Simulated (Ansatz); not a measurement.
# BN in Ansatz: a series of runs

The runs below take BN through single point, with PBE.

Everything below comes from runs of Ansatz 0.2.0. Logs are shortened: lines on timing, memory, paths and dates and some standing lists are left out, and cuts for length are marked.

## 1. The cell of the first run

The cell holds a slab with vacuum, 8 atoms: a = 2.504 Å, b = 2.504 Å, c = 24.992 Å, α = 90.00°, β = 90.00°, γ = 120.00°.

## 2. Single point, PBE (the (0 0 1) slab of BN, cut from the database cell, not relaxed)

input.yaml reads:

```yaml
crystal:
  lattice:
    - [2.5039917043, 0.0, 0.0]
    - [-1.2519958521, 2.1685204268, 0.0]
    - [0.0, 0.0, 24.9918]
  atoms:
    - { symbol: B, position: [0.6666666667, 0.3333333334, 0.3000984323] }
    - { symbol: "N", position: [0.3333333333, 0.6666666666, 0.3000984323] }
    - { symbol: B, position: [0.3333333333, 0.6666666666, 0.4333661441] }
    - { symbol: "N", position: [0.6666666667, 0.3333333334, 0.4333661441] }
    - { symbol: B, position: [0.6666666667, 0.3333333334, 0.5666338559] }
    - { symbol: "N", position: [0.3333333333, 0.6666666666, 0.5666338559] }
    - { symbol: B, position: [0.3333333333, 0.6666666666, 0.6999015677] }
    - { symbol: "N", position: [0.6666666667, 0.3333333334, 0.6999015677] }
hamiltonian:
  xc: pbe
  pseudopotentials: { kind: paw, source: jth }
kpoints:
  mp_grid: { grid: [12, 12, 1] }
scf:
  occupations: { method: fermi_dirac, width: 0.05 }
output:
  forces: true
  eigenvalues: true
efield:
  axis: 3
  dipole_correction: true
  ramp_width: 0.04
```

Potentials or basis: JTH PAW.

Command:

```sh
$ ansatz run input.yaml --threads 4 --pin off --max-ram 11264MiB --backend cpu --events-out ev --progress --plain --runs-dir out
```

The program printed:

```text
Warning: the checks of this B dataset prove no rule for summing its radial tables, as where they were carried onto another mesh than they were made on, and Gregory's rule is taken, under which a leading mesh point left out moves its sums only by what lay on the interval it spanned. That does not make them correct, and they differ from Quantum ESPRESSO's on this file; a re-export a fraction of a mesh step off can move them. hamiltonian.pseudopotentials.radial_quadrature: simpson_from_first_knot sums it by `pw.x`'s rule; on a PAW file no value gives `pw.x`'s numbers. What more to know: hamiltonian.pseudopotentials.radial_quadrature, in the input reference
Warning: the checks of this N dataset prove no rule for summing its radial tables, as where they were carried onto another mesh than they were made on, and Gregory's rule is taken, under which a leading mesh point left out moves its sums only by what lay on the interval it spanned. That does not make them correct, and they differ from Quantum ESPRESSO's on this file; a re-export a fraction of a mesh step off can move them. hamiltonian.pseudopotentials.radial_quadrature: simpson_from_first_knot sums it by `pw.x`'s rule; on a PAW file no value gives `pw.x`'s numbers. What more to know: hamiltonian.pseudopotentials.radial_quadrature, in the input reference
Warning: RAYON_NUM_THREADS=4 ignored (pool sized by the plan → 4); use --threads N
Engine: ansatz 0.2.0, aarch64-unknown-linux-gnu
Pseudopotentials: kind: paw
Pseudopotential: B, paw, valence charge 3, recommended cutoff 630 eV (normal), B.paw.azcp
Pseudopotential: N, paw, valence charge 5, recommended cutoff 1320 eV (normal), N.paw.azcp
Functional definition: PBE
  parameter kappa = 0.804
  parameter beta = 0.06672455060314922
  exchange = pbe_x(kappa = kappa, mu = beta*pi^2/3)
  correlation = pbe_c(beta = beta)
Crystal: 8 atoms, lattice volume = 135.704 Å³
Basis set: ecut = 1320 eV, 14855 PW (Γ), exchange–correlation on 60×60×600 points (8 copies of the dense FFT grid, shifted against one another)
Bands: 24, of which v1, the nominal top of the filled ones, is band 16 counted from 1 (15 counted from 0)
Symmetry: 6 space group operations
k-points: 19 of 144 (time reversal used)
Non-local potential: B, projectors of the file, l = 0: 2, l = 1: 2
Non-local potential: N, projectors of the file, l = 0: 2, l = 1: 2
PAW form: soft (Blöchl's): semilocal exchange-correlation on the pseudo side does not see the compensation charge
PAW one-centre angular grid: B, 110 points (default); XC on 64 Gauss nodes
PAW one-centre angular grid: N, 110 points (default); XC on 64 Gauss nodes
Initial density: superposition of atomic densities (neutral atoms: chi_scale 0, normalization atom)
Initial wavefunctions: pseudopotential atomic-orbital guess
Functional: x = pbe(κ = 0.804, μ = 0.2195149727645171), c = pbe(β = 0.06672455060314922)
SCF iter   1: F=—  HF=-2176.495467 eV  |F-HF|=—  |Δ(HF+E_count)|=         —  Δρ=1.25e-1  dr2=2.10e1  ethr=3.10e-3  p=0.000 e·Å  D=1.62e-13 V/Å  ΔV_dip=-0.00 eV  dr2_dipole=3.37e-7  V_vac-E_F(+/−)=8.34/8.34 eV  ⟨swp⟩=13.8  Hψ=4177  notcnv=0  defer=3
efield: sawtooth ramp at fractional position 0.9800 (placed from the atoms, in the widest stretch of the axis that holds none; the zero of the levels goes with the place), width 0.0400; the density the first Hamiltonian is built on has a dipole p = 0.000 e·Å; the dipole correction subtracts the counter field D = 1.62e-13 V/Å, which shifts the + side's vacuum level by -0.00 eV against the − side's; the planar-averaged density in the ramp window peaks in size at 1.1e-7 e/Å³
preconditioner: auto → none  [insulator: Δε(μ)=6.224 eV  Ē_g=17.190 eV  σ=0.050 eV  W_gap=1.00  n_scr=16 (ndim 8)  ℏωp=18.0 eV  f_vac=0.445  D(μ)=0.00/eV (n_scr^D=0)  ε∞_Penn≈2.1]
SCF iter   2: F=—  HF=-2170.296736 eV  |F-HF|=—  |Δ(HF+E_count)|=    6.20e0  Δρ=5.62e-2  dr2=2.42e0  ethr=3.10e-3  p=-0.000 e·Å  D=-4.74e-4 V/Å  ΔV_dip=0.01 eV  dr2_dipole=7.68e-7  V_vac-E_F(+/−)=4.18/4.16 eV  ⟨swp⟩=6.7  Hψ=1688  notcnv=0  defer=68
SCF iter   3: F=—  HF=-2169.679574 eV  |F-HF|=—  |Δ(HF+E_count)|=   6.17e-1  Δρ=1.76e-2  dr2=2.51e-1  ethr=3.10e-3  p=0.000 e·Å  D=1.16e-4 V/Å  ΔV_dip=-0.00 eV  dr2_dipole=1.20e-7  V_vac-E_F(+/−)=4.24/4.25 eV  ⟨swp⟩=2.9  Hψ=928  notcnv=0  defer=67
SCF iter   4: F=—  HF=-2169.670129 eV  |F-HF|=—  |Δ(HF+E_count)|=   9.45e-3  Δρ=4.79e-3  dr2=1.59e-2  ethr=7.85e-4  p=-0.000 e·Å  D=-3.61e-4 V/Å  ΔV_dip=0.01 eV  dr2_dipole=4.62e-7  V_vac-E_F(+/−)=3.71/3.70 eV  ⟨swp⟩=5.6  Hψ=967  notcnv=0  defer=66
SCF iter   5: F=—  HF=-2169.674568 eV  |F-HF|=—  |Δ(HF+E_count)|=   4.44e-3  Δρ=7.90e-4  dr2=2.74e-3  ethr=4.98e-5  p=0.001 e·Å  D=8.38e-4 V/Å  ΔV_dip=-0.02 eV  dr2_dipole=2.76e-6  V_vac-E_F(+/−)=3.78/3.80 eV  ⟨swp⟩=3.6  Hψ=805  notcnv=0  defer=66
SCF iter   6: F=—  HF=-2169.673905 eV  |F-HF|=—  |Δ(HF+E_count)|=   6.63e-4  Δρ=1.56e-4  dr2=1.23e-5  ethr=8.57e-6  p=-0.000 e·Å  D=-2.59e-5 V/Å  ΔV_dip=0.00 eV  dr2_dipole=2.82e-9  V_vac-E_F(+/−)=3.66/3.66 eV  ⟨swp⟩=2.8  Hψ=705  notcnv=0  defer=65
SCF iter   7: F=—  HF=-2169.673844 eV  |F-HF|=—  |Δ(HF+E_count)|=   6.10e-5  Δρ=6.27e-5  dr2=3.29e-6  ethr=3.85e-8  p=0.000 e·Å  D=5.24e-5 V/Å  ΔV_dip=-0.00 eV  dr2_dipole=9.27e-9  V_vac-E_F(+/−)=3.66/3.66 eV  ⟨swp⟩=2.9  Hψ=939  notcnv=0  defer=64
SCF iter   8: F=—  HF=-2169.673845 eV  |F-HF|=—  |Δ(HF+E_count)|=   2.86e-7  Δρ=2.71e-5  dr2=4.92e-7  ethr=1.03e-8  p=-0.000 e·Å  D=-2.05e-5 V/Å  ΔV_dip=0.00 eV  dr2_dipole=2.16e-9  V_vac-E_F(+/−)=3.66/3.66 eV  ⟨swp⟩=2.4  Hψ=657  notcnv=0  defer=64
SCF iter   9: F=-2169.673845 eV  HF=-2169.673845 eV  |F-HF|=2.80e-9  |Δ(HF+E_count)|=   1.41e-7  Δρ=4.83e-6  dr2=1.96e-8  ethr=3.13e-10  p=0.000 e·Å  D=9.98e-6 V/Å  ΔV_dip=-0.00 eV  dr2_dipole=4.14e-10  V_vac-E_F(+/−)=3.66/3.66 eV  ⟨swp⟩=22.2  Hψ=4226  notcnv=0
SCF 1 converged in 9 iterations: F = -2169.673845 eV  dr2 = 1.96e-8
SCF converged after 9 iterations
Free energy (F): -2169.673845 eV
Harris-Foulkes:  -2169.673845 eV  (|F-HF|=2.80e-9)
Internal energy: -2169.673845 eV  (E = F + TS)
E sigma→0 (E₀):  -2169.673845 eV
Fermi energy:    1.963033 eV
Dipole field:    D = -0.000023 V/Å  (p = -0.000017 e·Å, saw-weighted, corrected)
Work function:   Φ+ = 3.6642 eV   Φ− = 3.6636 eV
Levels:          The Fermi level and band energies are counted from a zero that moves with the ramp; work functions are not
--- Per-component energies (eV) ---
  E_band       = -235.100167
  E_kinetic    = 857.311216
  E_local      = -17899.986584  (includes V_loc(G=0)·N_el)
  E_nonlocal   = 172.905185
  E_hartree    = 8593.157965
  E_xc         = -421.589949
  E_vxc        = -506.395991  (∫ρ·V_xc dr)
  E_paw        = -775.847081  (= ΣΔE_a)
  E_vpaw       = -45.240945  (= ΣTr[D̂ρ^β])
  E_aug_tail   = 0.000049  (compensation charges beyond the density's cutoff)
  E_efield     = 0.000000  (sawtooth field / dipole correction)
  E_vefield    = 0.000000  (∫n·V_field dr)
  E_ewald      = 7304.375354
  E_smearing   = -0.000000  (= −TS)
  E_closure    = -0.000000  (closes the sum)
  Σ components = -2169.673845   (vs F -2169.673845, Δ=0.00e0)
--- Forces (eV/Å), atoms counted from 1 ---
  atom   1  B     -0.00000000     0.00000000    -0.03065199
  atom   2  N     -0.00000000    -0.00000000    -0.06597951
  atom   3  B      0.00000000     0.00000000    -0.00002809
  atom   4  N      0.00000000    -0.00000000     0.00007192
  atom   5  B     -0.00000000     0.00000000     0.00000970
  atom   6  N     -0.00000000    -0.00000000     0.00002273
  atom   7  B      0.00000000    -0.00000000     0.03064292
  atom   8  N      0.00000000     0.00000000     0.06602328
  max |Σ_I F_I| component: 1.11e-4 eV/Å
--- Band table (eV; the first three rows and the last of 19) ---
  k-point 0: bands = ["-18.0051", "-17.9276", "-17.8379", "-17.7719", "-6.2663", "-5.7927", "-5.1582", "-4.5867", "-1.5542", "-1.5542", "-1.5405", "-1.5405", "-1.5266", "-1.5266", "-1.5223", "-1.5223", "4.6789", "4.8633", "5.6999", "6.4104", "6.8103", "8.1061", "8.5283", "9.7574"]
  k-point 1: bands = ["-17.8695", "-17.7931", "-17.7047", "-17.6399", "-6.0811", "-5.6114", "-4.9826", "-4.4167", "-2.1128", "-2.0986", "-2.0860", "-2.0845", "-1.8151", "-1.8003", "-1.7853", "-1.7801", "4.9117", "5.0869", "5.9266", "6.6225", "7.0279", "8.2707", "8.7060", "9.7895"]
  k-point 2: bands = ["-17.4698", "-17.3967", "-17.3126", "-17.2513", "-5.5331", "-5.0780", "-4.4711", "-3.9245", "-3.5269", "-3.5035", "-3.4937", "-3.4854", "-2.4493", "-2.4322", "-2.4150", "-2.4081", "5.5692", "5.7289", "6.5517", "7.2190", "7.6035", "8.6492", "9.0010", "9.8093"]
  k-point 18: bands = ["-14.2164", "-14.2163", "-14.2016", "-14.2014", "-8.1857", "-8.1401", "-8.0904", "-8.0577", "-7.3910", "-7.3909", "-7.3741", "-7.3739", "-0.2848", "-0.2847", "-0.2246", "-0.2244", "4.4431", "4.4432", "4.5478", "4.5479", "10.7964", "11.4594", "12.4654", "13.1014"]
```

Run time: 13 s. Hardware: 4 threads of Arm Neoverse V1, shared host; peak memory 0.98 GiB.

What came out:

| Quantity | Value |
| --- | --- |
| Free energy | -2169.6738 eV |
| Largest force | 0.066 eV/Å |
| Band gap on the k mesh | 4.33 eV, indirect (least direct gap 4.67 eV) |
| Work function of the upper face | 3.66 eV |
| Work function of the lower face | 3.66 eV |
| Dipole across the slab | 0.000 e·Å |

Forces in eV/Å, atoms in the order of the input:
```
B    0.000  0.000 -0.031
N    0.000  0.000 -0.066
B    0.000  0.000  0.000
N    0.000  0.000  0.000
B    0.000  0.000  0.000
N    0.000  0.000  0.000
B    0.000  0.000  0.031
N    0.000  0.000  0.066
```

Levels at points of the mesh, in eV from the valence-band top:
```
            k point  band 13  band 14  band 15  band 16  band 17  band 18  band 19  band 20
 (0.00, 0.00, 0.00)    -1.30    -1.30    -1.30    -1.30     4.90     5.09     5.92     6.63
(0.00, -0.50, 0.00)    -1.34    -1.07    -0.75    -0.53     4.33     4.57     4.99     5.42
```

## 3. Single point, PBE (the (0 0 1) slab of BN, cut from the database cell, not relaxed)

input.yaml, as its differences from that of step 2:

```diff
@@ -16,3 +16,3 @@
   xc: pbe
-  pseudopotentials: { kind: paw, source: jth }
+  pseudopotentials: { kind: nc, source: spms }
 kpoints:
@@ -24,2 +24,6 @@
   eigenvalues: true
+  write_density: true
+  write_potential: true
+  elf: true
+  volumetric_format: npy
 efield:
```

Potentials or basis: SPMS NC.

Command:

```sh
$ ansatz run input.yaml --threads 4 --pin off --max-ram 11264MiB --backend cpu --events-out ev --progress --plain --runs-dir out
```

The program printed:

```text
Warning: RAYON_NUM_THREADS=4 ignored (pool sized by the plan → 4); use --threads N
[... 1 set-up line as earlier in the session ...]
Pseudopotentials: kind: nc
Pseudopotential: B, nc, valence charge 3, recommended cutoff 789.130201133652 eV (normal), B.nc.azcp
Pseudopotential: N, nc, valence charge 5, recommended cutoff 1034.032677347544 eV (normal), N.nc.azcp
[... 5 set-up lines as earlier in the session ...]
[... 44 lines left out ...]
  E_closure    = 0.000000  (closes the sum)
  Σ components = -1458.611079   (vs F -1458.611079, Δ=0.00e0)
--- Forces (eV/Å), atoms counted from 1 ---
  atom   1  B     -0.00000000     0.00000000    -0.03023795
  atom   2  N      0.00000000     0.00000000    -0.06530742
  atom   3  B      0.00000000    -0.00000000    -0.00003368
  atom   4  N      0.00000000    -0.00000000     0.00037119
  atom   5  B     -0.00000000     0.00000000     0.00003523
  atom   6  N      0.00000000     0.00000000    -0.00038244
  atom   7  B      0.00000000    -0.00000000     0.03023939
  atom   8  N     -0.00000000    -0.00000000     0.06529595
  max |Σ_I F_I| component: 1.97e-5 eV/Å
--- Band table (eV; the first three rows and the last of 19) ---
  k-point 0: bands = ["-17.9840", "-17.9063", "-17.8164", "-17.7503", "-6.2575", "-5.7843", "-5.1508", "-4.5805", "-1.5803", "-1.5803", "-1.5666", "-1.5666", "-1.5527", "-1.5527", "-1.5485", "-1.5485", "4.6886", "4.8699", "5.7054", "6.4083", "6.8166", "8.1058", "8.5298", "9.7481"]
  k-point 1: bands = ["-17.8485", "-17.7719", "-17.6834", "-17.6185", "-6.0722", "-5.6030", "-4.9752", "-4.4103", "-2.1354", "-2.1213", "-2.1086", "-2.1072", "-1.8402", "-1.8254", "-1.8104", "-1.8054", "4.9208", "5.0933", "5.9319", "6.6201", "7.0339", "8.2697", "8.7067", "9.7803"]
  k-point 2: bands = ["-17.4494", "-17.3762", "-17.2919", "-17.2305", "-5.5239", "-5.0693", "-4.4635", "-3.9185", "-3.5426", "-3.5192", "-3.5095", "-3.5007", "-2.4729", "-2.4558", "-2.4387", "-2.4319", "5.5779", "5.7350", "6.5578", "7.2151", "7.6095", "8.6473", "9.0004", "9.8052"]
  k-point 18: bands = ["-14.1987", "-14.1987", "-14.1837", "-14.1836", "-8.1993", "-8.1538", "-8.1045", "-8.0719", "-7.3905", "-7.3905", "-7.3735", "-7.3734", "-0.2862", "-0.2862", "-0.2265", "-0.2264", "4.4811", "4.4811", "4.5850", "4.5850", "10.8445", "11.5056", "12.5064", "13.1100"]
```

rho_z.tsv:

```text
# z_ang	rho[e/angstrom^3]
# format = ansatz-planar-average/11
# lattice	2.503991704	-0.000000000	0.000000000
# lattice	-1.251995852	2.168520427	0.000000000
# lattice	0.000000000	0.000000000	24.991800000
# sites	8
# site	5	1.251995852	0.722840142	7.500000000
# site	7	0.000000000	1.445680285	7.500000000
# site	5	0.000000000	1.445680285	10.830600000
# site	7	1.251995852	0.722840142	10.830600000
# site	5	1.251995852	0.722840142	14.161200000
# site	7	0.000000000	1.445680285	14.161200000
# site	5	0.000000000	1.445680285	17.491800000
# site	7	1.251995852	0.722840142	17.491800000
0.000000	5.061864e-9
0.092562	5.083657e-9
0.185124	4.981237e-9
0.277687	5.057807e-9
0.370249	5.145458e-9
0.462811	5.274378e-9
[... 262 lines left out ...]
24.806676	5.026143e-9
24.899238	5.053129e-9
```

Run time: 8.7 s. Hardware: 4 threads of Arm Neoverse V1, shared host; peak memory 0.69 GiB.

Results:

```
Free energy                     : -1458.6111 eV
Largest force                   : 0.065 eV/Å
Band gap on the k mesh          : 4.37 eV, indirect (least direct gap 4.71 eV)
Work function of the upper face : 3.65 eV
Work function of the lower face : 3.65 eV
Dipole across the slab          : 0.000 e·Å
```

Forces in eV/Å, atoms in the order of the input:
```
B    0.000  0.000 -0.030
N    0.000  0.000 -0.065
B    0.000  0.000  0.000
N    0.000  0.000  0.000
B    0.000  0.000  0.000
N    0.000  0.000  0.000
B    0.000  0.000  0.030
N    0.000  0.000  0.065
```

## 4. Single point, PBE (the (0 0 1) slab of BN, cut from the database cell, not relaxed)

input.yaml, as its differences from that of step 3:

```diff
@@ -16,3 +16,3 @@
   xc: pbe
-  pseudopotentials: { kind: nc, source: spms }
+  pseudopotentials: { kind: nc, accuracy: standard }
 kpoints:
```

Potentials or basis: PseudoDojo standard (PBE files).

Command:

```sh
$ ansatz run input.yaml --threads 4 --pin off --max-ram 11264MiB --backend cpu --events-out ev --progress --plain --runs-dir out
```

It took 9.4 s on 4 threads of Arm Neoverse V1, shared host; peak memory 0.79 GiB.

Results (log left out):

```yaml
Free_energy: -1459.3698 eV
Largest_force: 0.065 eV/Å
Band_gap_on_the_k_mesh: 4.37 eV, indirect (least direct gap 4.70 eV)
Work_function_of_the_upper_face: 3.64 eV
Work_function_of_the_lower_face: 3.64 eV
Dipole_across_the_slab: 0.000 e·Å
```

Forces in eV/Å, atoms in the order of the input:
```
B    0.000  0.000 -0.030
N    0.000  0.000 -0.065
B    0.000  0.000  0.000
N    0.000  0.000  0.000
B    0.000  0.000  0.000
N    0.000  0.000  0.000
B    0.000  0.000  0.030
N    0.000  0.000  0.065
```

Levels at points of the mesh, in eV from the valence-band top:
```csv
k point,band 14,band 15,band 16,band 17,band 18,band 19
"(0.00, 0.00, 0.00)",-1.32,-1.32,-1.32,4.92,5.10,5.94
"(0.00, -0.50, 0.00)",-1.06,-0.75,-0.53,4.37,4.61,5.03
```

## 5. The runs side by side

```csv
potentials or basis,cutoff (eV),gap on the mesh (eV),largest force (eV/Å),work function (eV)
JTH PAW,1320,4.33,0.07,3.66
SPMS NC,1034,4.37,0.07,3.65
PseudoDojo standard (PBE files),1143,4.37,0.07,3.64
```

Alike in all rows: task single point; level PBE; no spin polarisation; cell the (0 0 1) slab of BN, cut from the database cell, not relaxed; k mesh 12 × 12 × 1; smearing fermi-dirac 0.05 eV.

Absolute energies hang on the potentials; compare differences alone.
